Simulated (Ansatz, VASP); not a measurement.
**NaHF2 in VASP and in Ansatz**

File INCAR:

```
SYSTEM = NaHF2
ALGO = Normal ; EDIFF = 1E-7
ENCUT = 520 ; GGA = CA
ISIF = 2 ; ISMEAR = 0
LASPH = .True. ; LCHARG = .False.
LREAL = .False. ; LWAVE = .False.
NBANDS = 19 ; NELM = 100
PREC = Accurate ; SIGMA = 0.1
```

The input KPOINTS:

```
k-points
0
Gamma
  6 6 6
  0 0 0
```

The input POSCAR:

```
NaHF2
1.0
    1.7284452171      0.9979183114      4.6388706988
   -1.7284452171      0.9979183114      4.6388706988
    0.0000000000     -1.9958366228      4.6388706988
Na H F
1 1 2
Direct
    0.0000000000      0.0000000000      0.0000000000
    0.5000000000      0.5000000000      0.5000000000
    0.4100000000      0.4100000000      0.4100000000
    0.5900000000      0.5900000000      0.5900000000
```

Input for Ansatz:

```yaml
crystal:
  lattice:
    - [1.7284452171, 0.9979183114, 4.6388706988]
    - [-1.7284452171, 0.9979183114, 4.6388706988]
    - [0.0, -1.9958366228, 4.6388706988]
  atoms:
    - { symbol: Na, position: [0.0, 0.0, 0.0] }
    - { symbol: H, position: [0.5, 0.5, 0.5] }
    - { symbol: F, position: [0.41, 0.41, 0.41] }
    - { symbol: F, position: [0.59, 0.59, 0.59] }
basis:
  ecutwfc: 420
kpoints:
  mp_grid: { grid: [6, 6, 6] }
hamiltonian:
  xc: lda
scf:
  occupations: { method: gaussian, width: 0.1 }
output:
  forces: true
  stress: true
  eigenvalues: true
```

Alike in both runs: task single point; functional LDA; k mesh 6 × 6 × 6; occupations gaussian, width 0.1 eV; no spin polarisation.

|  | VASP | Ansatz |
| --- | --- | --- |
| version | VASP 6.6.1 | Ansatz 0.2.0 |
| potentials or method | VASP PAW LDA potentials, release 64 (Na_pv, H, F) | scalar-relativistic, plane waves, PAW |
| plane-wave cutoff (eV) | 520 | 420 |
| valence electrons in the cell | 22 | 24 |

```csv
,VASP,Ansatz,Ansatz less VASP
gap on the k mesh at the Fermi level (eV),6.32,6.35,+0.032
least direct gap on the mesh (eV),6.62,6.65,+0.028
pressure (GPa),-7.0,-7.0,0.00
largest component of the traceless stress (GPa),10.84,11.25,+0.407
rms of the force components (eV/Å),0.867,0.890,+0.0235
```

Atom by atom the forces differ by 0.023 eV/Å (rms over components). The two sets of potentials don't hold the same shells in valence.

Caveats: forces of over 1 eV/Å show positions far from the minimum, so gaps and moduli don't describe the material at rest. A hybrid or GW would open this gap; LDA tends to underestimate it. A k mesh can miss the band edges.
